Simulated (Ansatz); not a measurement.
**BAs: how the settings move a single-point run**

How sensitive is a single-point run of BAs to its settings? A reference run comes first, then two runs with altered input.

Method: reference: DFT, PBE, PAW with Ansatz's default frozen-core files, scalar-relativistic, in Ansatz 0.2.0.

### Step 1. The structure to begin with

The structure is cubic, space group F-43m (No. 216). The conventional cell has a = 4.777 Å, b = 4.777 Å, c = 4.777 Å, α = 90.00°, β = 90.00°, γ = 90.00°. B (site symmetry -43m) has 4 As at 2.07 Å as nearest neighbours. Around As (site symmetry -43m) lie 4 B at 2.07 Å.

Coordinates:

```
B As
1.0
     0.00000    2.38850    2.38850
     2.38850    0.00000    2.38850
     2.38850    2.38850    0.00000
B As
1 1
Direct
  0.00000 0.00000 0.00000
  0.25000 0.25000 0.25000
```

### Step 2. Reference

The input, input.yaml:

```yaml
crystal:
  lattice:
    - [0.0, 2.3885, 2.3885]
    - [2.3885, 0.0, 2.3885]
    - [2.3885, 2.3885, 0.0]
  atoms:
    - { symbol: B, position: [0.0, 0.0, 0.0] }
    - { symbol: As, position: [0.25, 0.25, 0.25] }
kpoints:
  mp_grid: { grid: [11, 11, 11] }
scf:
  occupations: { method: fermi_dirac, width: 0.05 }
hamiltonian:
  xc: pbe
  pseudopotentials: { kind: paw }
output:
  forces: true
  stress: true
  eigenvalues: true
  efg: { contact_densities: true }
  populations: true
  write_density: true
  write_potential: true
  elf: true
  volumetric_format: npy
```

The run is started by

```console
ansatz run input.yaml --threads 1 --pin off --max-ram 2048MiB --backend cpu --events-out ev --progress --plain --runs-dir out
```

Excerpt of the output:

```text
[...]
Basis set: ecut = 420 eV, 531 PW (Γ), exchange–correlation on 48×48×48 points (8 copies of the dense FFT grid, shifted against one another)
[...]
k-points: 56 of 1331 (time reversal used)
[...]
SCF iter   1: F=—  HF=-5012.100411 eV  |F-HF|=—  |Δ(HF+E_count)|=         —  Δρ=8.00e-4  dr2=1.06e-4  ethr=1.77e-3  ⟨swp⟩=5.6  Hψ=4110  notcnv=0
preconditioner: auto → none  [insulator: Δε(μ)=1.214 eV  Ē_g=12.414 eV  σ=0.050 eV  W_gap=1.00  n_scr=8 (ndim 8)  ℏωp=20.1 eV  f_vac=0.001  D(μ)=0.00/eV (n_scr^D=0)  ε∞_Penn≈3.6]
SCF iter   2: F=—  HF=-5012.100455 eV  |F-HF|=—  |Δ(HF+E_count)|=   4.45e-5  Δρ=4.48e-4  dr2=3.41e-5  ethr=5.90e-7  ⟨swp⟩=2.8  Hψ=1750  notcnv=0
[...]
SCF iter   5: F=-5012.100503 eV  HF=-5012.100503 eV  |F-HF|=2.93e-8  |Δ(HF+E_count)|=   3.51e-7  Δρ=1.22e-5  dr2=4.93e-8  ethr=5.21e-9  ⟨swp⟩=2.0  Hψ=1224  notcnv=0
SCF iter   6: F=-5012.100503 eV  HF=-5012.100503 eV  |F-HF|=1.32e-8  |Δ(HF+E_count)|=  6.04e-10  Δρ=5.62e-6  dr2=8.75e-9  ethr=2.74e-10  ⟨swp⟩=5.1  Hψ=3481  notcnv=0
[...]
SCF converged after 6 iterations
Free energy (F): -5012.100503 eV
[...]
E sigma→0 (E₀):  -5012.100503 eV
[...]
Fermi energy:    11.708116 eV
[...]
  P = ⅓ Tr σ = 2.7702 GPa (27.702 kbar)
[...]
```

Wall time 3.3 s (1 thread of Arm Neoverse V2, shared host); peak memory 0.34 GiB.

### Step 3. Changed: mp_grid.grid [6, 6, 6], scf.algorithm direct_min, dispersion d3bjatm

Changes to input.yaml since step 2:

```diff
@@ -9,5 +9,6 @@
 kpoints:
-  mp_grid: { grid: [11, 11, 11] }
+  mp_grid: { grid: [6, 6, 6] }
 scf:
   occupations: { method: fermi_dirac, width: 0.05 }
+  algorithm: direct_min
 hamiltonian:
@@ -15,2 +16,3 @@
   pseudopotentials: { kind: paw }
+  dispersion: d3bjatm
 output:
```

The run is started by

```console
ansatz run input.yaml --threads 1 --pin off --max-ram 2048MiB --backend cpu --events-out ev --progress --plain --runs-dir out
```

Standard output:

```text
Engine: ansatz 0.2.0
Pseudopotentials: kind: paw
Pseudopotential: B, paw, valence charge 3, recommended cutoff 420 eV (normal)
Pseudopotential: As, paw, valence charge 15, recommended cutoff 420 eV (normal)
Functional definition: PBE
  parameter kappa = 0.804
  parameter beta = 0.06672455060314922
  exchange = pbe_x(kappa = kappa, mu = beta*pi^2/3)
  correlation = pbe_c(beta = beta)
Crystal: 2 atoms, lattice volume = 27.252 Å³
Basis set: ecut = 420 eV, 531 PW (Γ), exchange–correlation on 48×48×48 points (8 copies of the dense FFT grid, shifted against one another)
Bands: 13, of which v1, the nominal top of the filled ones, is band 9 counted from 1 (8 counted from 0)
Symmetry: 24 space group operations
Space group: F-43m (ITA 216), of the structure as read, at distance tolerance 3.0e-5 Å
k-points: 16 of 216 (time reversal used)
Non-local potential: B, projectors of the file, l = 0: 2, l = 1: 2, l = 2: 1
Non-local potential: As, projectors of the file, l = 0: 2, l = 1: 2, l = 2: 3, l = 3: 1
PAW form: soft (Blöchl's): semilocal exchange-correlation on the pseudo side does not see the compensation charge
PAW one-centre angular grid: B, 110 points (default); XC on 64 Gauss nodes
PAW one-centre angular grid: As, 590 points (default); XC on 64 Gauss nodes
Initial density: superposition of atomic densities (neutral atoms: chi_scale 0, normalization atom), corrected by the library's trained network
Initial wavefunctions: pseudopotential atomic-orbital guess
Functional: x = pbe(κ = 0.804, μ = 0.2195149727645171), c = pbe(β = 0.06672455060314922)
SCF iter   1: F=—  HF=-5012.699963 eV  |F-HF|=—  |Δ(HF+E_count)|=         —  Δρ=8.79e-4  dr2=1.23e-4  ethr=1.77e-3  ⟨swp⟩=5.7  Hψ=835  notcnv=0
preconditioner: auto → none  [insulator: Δε(μ)=1.284 eV  Ē_g=12.417 eV  σ=0.050 eV  W_gap=1.00  n_scr=8 (ndim 8)  ℏωp=20.1 eV  f_vac=0.001  D(μ)=0.00/eV (n_scr^D=0)  ε∞_Penn≈3.6]
iter 2 solved again at ethr=1.86e-8 eV; its pass at ethr=6.83e-7 eV (dr2=3.34e-6 eV) is discarded
SCF iter   2: F=—  HF=-5012.700247 eV  |F-HF|=—  |Δ(HF+E_count)|=   2.84e-4  Δρ=1.26e-4  dr2=3.36e-6  ethr=1.86e-8  ⟨swp⟩=3.6  Hψ=946  notcnv=0
SCF iter   3: F=—  HF=-5012.700247 eV  |F-HF|=—  |Δ(HF+E_count)|=   4.75e-9  Δρ=1.35e-5  dr2=6.73e-8  ethr=1.86e-8  ⟨swp⟩=3.0  Hψ=413  notcnv=0
SCF iter   4: F=-5012.700247 eV  HF=-5012.700247 eV  |F-HF|=5.07e-10  |Δ(HF+E_count)|=   3.11e-8  Δρ=2.12e-6  dr2=1.10e-9  ethr=3.74e-10  ⟨swp⟩=3.3  Hψ=443  notcnv=0
SCF 1 converged in 4 iterations: F = -5012.700247 eV  dr2 = 1.10e-9
  Residual-converged pass: ⟨swp⟩=5.1  Hψ=783  notcnv=0  max |occ|·‖R‖ = 1.0e-8 eV (tolerance 1.0e-8 eV)  dr2=1.04e-9  dr2_onsite=2.31e-10  max |Δocc| = 1.7e-10
SCF converged after 4 iterations
Stability not checked: this state was not tested for a lower state beside it, because a direct minimisation reached the state, and no test of it is asked (direct_minimisation; see scf.lower_state_search)
Free energy (F): -5012.700247 eV
Harris-Foulkes:  -5012.700247 eV  (|F-HF|=5.07e-10)
Internal energy: -5012.700247 eV  (E = F + TS)
E sigma→0 (E₀):  -5012.700247 eV
Entropy (-TS):   -0.000000 eV (-0.000 meV/atom)
Fermi energy:    11.753823 eV
--- Per-component energies (eV) ---
  E_band       = -210.159674
  E_kinetic    = 152.187422
  E_local      = -1694.073923  (includes V_loc(G=0)·N_el)
  E_nonlocal   = -657.822115
  E_hartree    = 940.155758
  E_xc         = -111.435013
  E_vxc        = -117.669072  (∫ρ·V_xc dr)
  E_paw        = -1915.318723  (= ΣΔE_a)
  E_vpaw       = 226.907220  (= ΣTr[D̂ρ^β])
  E_aug_tail   = 0.000007  (compensation charges beyond the density's cutoff)
  E_ewald      = -1725.774997
  E_disp       = -0.618661  (pairwise vdW)
  E_smearing   = -0.000000  (= −TS)
  E_closure    = 0.000000  (closes the sum)
  Σ components = -5012.700247   (vs F -5012.700247, Δ=0.00e0)
--- Forces (eV/Å), atoms counted from 1 ---
  atom   1  B      0.00000000     0.00000000     0.00000000
  atom   2  As     0.00000000    -0.00000000     0.00000000
  max |Σ_I F_I| component: 5.55e-16 eV/Å
--- Stress (GPa, compression-positive) ---
       -0.591592       0.000000      -0.000000
       -0.000000      -0.591592       0.000000
       -0.000000       0.000000      -0.591592
  P = ⅓ Tr σ = -0.5916 GPa (-5.916 kbar)
--- PAW observables at the nuclei: V_zz in 10²¹ V/m², potentials from the cell's mean, atoms counted from 1 ---
  atom   1  B  V_zz =    -0.000000   η = 0.0000   by run symmetry: forbidden
            electrostatic potential = -326.802269 V   contact ρ = 486.226658 e/Å³
  atom   2  As V_zz =    -0.000000   η = 0.0000   by run symmetry: forbidden
            electrostatic potential = -4516.297232 V   contact ρ = 235480.296326 e/Å³
--- Band table (eV; the first three rows and the last of 16) ---
  k-point 0: bands = ["-24.6780", "-24.6780", "-24.6780", "-24.6558", "-24.6558", "-4.2734", "11.1319", "11.1319", "11.1319", "14.4103", "14.4103", "14.4103", "15.8058"]
  k-point 1: bands = ["-24.6772", "-24.6761", "-24.6761", "-24.6556", "-24.6556", "-3.8203", "8.1749", "10.4508", "10.4508", "14.4319", "15.2984", "15.2984", "17.7796"]
  k-point 2: bands = ["-24.6756", "-24.6731", "-24.6731", "-24.6543", "-24.6543", "-2.5541", "4.3959", "9.6171", "9.6171", "13.9926", "15.9691", "15.9691", "19.8275"]
  k-point 15: bands = ["-24.6782", "-24.6672", "-24.6624", "-24.6594", "-24.6517", "0.0262", "2.9360", "5.9840", "6.1810", "14.9163", "15.1259", "19.8006", "20.0342"]
--- Löwdin populations: 2 sites ---
  site symbol       q [e]
     0      B      3.5940
     1     As     14.3685
  spilling = 0.002087 (of n_electrons = 18.000000)
```

Run time: 2.5 s. Hardware: 1 thread of Arm Neoverse V2, shared host; peak memory 0.31 GiB.

The energy moves by -299.9 meV/atom, nearly all of it the dispersion term itself (-309.3 meV/atom); that offset belongs to the model and is no gain or loss of stability; the pressure goes from 2.8 to -0.6 GPa and the gap on the mesh goes from 1.21 to 1.28 eV.

### Step 4. Changed: ecutwfc 400 eV

Changes to input.yaml since step 2:

```diff
@@ -21,5 +21,3 @@
   populations: true
-  write_density: true
-  write_potential: true
-  elf: true
-  volumetric_format: npy
+basis:
+  ecutwfc: "400 eV"
```

The run is started by

```console
ansatz run input.yaml --threads 1 --pin off --max-ram 2048MiB --backend cpu --events-out ev --progress --plain --runs-dir out
```

Standard output, shortened:

```text
Warning: basis.ecutwfc = 400 eV is below the records' recommended 420 eV, and the density's cutoff is lower with it unless basis.ecutrho_ratio is high enough to keep the records' density cutoff: compare with a run at a higher cutoff
[...]
[... 4 set-up lines as earlier in the session ...]
[...]
Crystal: 2 atoms, lattice volume = 27.252 Å³
Basis set: ecut = 400 eV, 531 PW (Γ), exchange–correlation on 48×48×48 points (8 copies of the dense FFT grid, shifted against one another)
Bands: 13, of which v1, the nominal top of the filled ones, is band 9 counted from 1 (8 counted from 0)
[... 2 set-up lines as earlier in the session ...]
k-points: 56 of 1331 (time reversal used)
[...]
  atom   1  B      0.00000000    -0.00000000    -0.00000000
  atom   2  As     0.00000000    -0.00000000     0.00000000
[...]
--- Stress (GPa, compression-positive) ---
        2.779082       0.000000       0.000000
       -0.000000       2.779082       0.000000
        0.000000       0.000000       2.779082
  P = ⅓ Tr σ = 2.7791 GPa (27.791 kbar)
--- PAW observables at the nuclei: V_zz in 10²¹ V/m², potentials from the cell's mean, atoms counted from 1 ---
  atom   1  B  V_zz =    +0.000000   η = 0.0000   by run symmetry: forbidden
            electrostatic potential = -326.798163 V   contact ρ = 486.289396 e/Å³
  atom   2  As V_zz =    +0.000000   η = 0.0000   by run symmetry: forbidden
            electrostatic potential = -4516.296788 V   contact ρ = 235480.806372 e/Å³
--- Band table (eV; the first three rows and the last of 56) ---
  k-point 0: bands = ["-24.6841", "-24.6841", "-24.6841", "-24.6618", "-24.6618", "-4.2777", "11.1255", "11.1255", "11.1255", "14.4066", "14.4066", "14.4066", "15.7989"]
[...]
--- Löwdin populations: 2 sites ---
  site symbol       q [e]
     0      B      3.5943
     1     As     14.3677
  spilling = 0.002109 (of n_electrons = 18.000000)
```

Wall time 3.5 s (1 thread of Arm Neoverse V2, shared host); peak memory 0.33 GiB.

Changing the cutoff moves the energy by +0.9 meV/atom. The lower cutoff gives the higher energy: the smaller basis describes the state less well. The log warns that the cutoff is under what these potentials recommend, so the shift is basis error.

### Step 5. All runs together

| run | ending | energy change | pressure (GPa) | gap (eV) | force (eV/Å) | cycles | time |
| --- | --- | --- | --- | --- | --- | --- | --- |
| reference | converged | 0 | 2.8 | 1.21 | 0.00 | 6 | 3.3 s |
| 1: mp_grid.grid [6, 6, 6], scf.algorithm direct_min, dispersion d3bjatm | converged | -299.9 meV/atom (offset of the dispersion model) | -0.6 | 1.28 | 0.00 | 4 | 2.5 s |
| 2: ecutwfc 400 eV | converged | +0.9 meV/atom | 2.8 | 1.21 | 0.00 | 6 | 3.5 s |

Times don't compare one to one where runs were asked for different outputs or read a saved state (see the inputs); cycles may leave out searches for a lower state.

Residual by cycle in the longest SCF loop of each run; runs are numbered as in the table. The quantity is the density residual dr2, in eV.

| cycle | reference | run 1 | run 2 |
| --- | --- | --- | --- |
| 1 | 1.1e-4 | 1.2e-4 | 1.1e-4 |
| 2 | 3.4e-5 | 3.4e-6 | 3.9e-5 |
| 3 | 5.6e-6 | 6.7e-8 | 6.3e-6 |
| 4 | 9.4e-7 | 1.1e-9 | 1.2e-6 |
| 5 | 4.9e-8 | - | 9.9e-8 |
| 6 | 8.8e-9 | - | 1.4e-8 |

**Reading.** «ecutwfc 400 eV» moves the energy by +0.9 meV/atom. Run 2 ran under the cutoff that the potentials recommend, as the log warns, so basis error is mixed into its values.
